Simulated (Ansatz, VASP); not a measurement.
# TiC: VASP beside Ansatz

Contents of INCAR:

```
SYSTEM = TiC
PREC = Accurate
ENCUT = 520
EDIFF = 1E-6
ISMEAR = 0
SIGMA = 0.15
LREAL = .False.
LASPH = .True.
NELM = 100
ALGO = Fast
ISIF = 2
LWAVE = .False.
LCHARG = .False.
GGA = PS
NBANDS = 15
```

The input KPOINTS:

```
Automatic mesh
0
Gamma
  18 18 18
  0 0 0
```

File POSCAR:

```
TiC
1.0
    0.0000000000      2.1640000000      2.0990800000
    2.1640000000      0.0000000000      2.0990800000
    2.1640000000      2.1640000000      0.0000000000
Ti C
1 1
Direct
    0.0000000000      0.0000000000      0.0000000000
    0.5000000000      0.5000000000      0.5000000000
```

Input for Ansatz:

```yaml
crystal:
  lattice:
    - [0.0, 2.164, 2.09908]
    - [2.164, 0.0, 2.09908]
    - [2.164, 2.164, 0.0]
  atoms:
    - { symbol: Ti, position: [0.0, 0.0, 0.0] }
    - { symbol: C, position: [0.5, 0.5, 0.5] }
basis:
  ecutwfc: 420
kpoints:
  mp_grid: { grid: [18, 18, 18] }
hamiltonian:
  xc: pbesol
scf:
  occupations: { method: gaussian, width: 0.15 }
output:
  forces: true
  stress: true
  eigenvalues: true
```

Change from the starting cell: strain +0.000 along x and y, -0.030 along z, atoms carried along.

Alike in both runs: task single point; functional PBEsol; k mesh 18 × 18 × 18; occupations gaussian, width 0.15 eV; no spin polarisation.

|  | VASP | Ansatz |
| --- | --- | --- |
| version | VASP 6.6.1 | Ansatz 0.2.0 |
| potentials or method | VASP PAW PBE potentials, release 64 (Ti_sv, C) | scalar-relativistic, plane waves, PAW |
| plane-wave cutoff (eV) | 520 | 420 |
| valence electrons in the cell | 16 | 16 |

```tsv
	VASP	Ansatz	Ansatz less VASP
gap on the k mesh at the Fermi level (eV)	none	none	-
pressure (GPa)	2.7	2.2	-0.48
largest component of the traceless stress (GPa)	9.49	9.46	-0.027
```

A gap of «none» marks a metal or a gap that the smearing closes.

Caveats: the PAW data sets were made with another functional, which shifts forces and pressure a little (VASP).
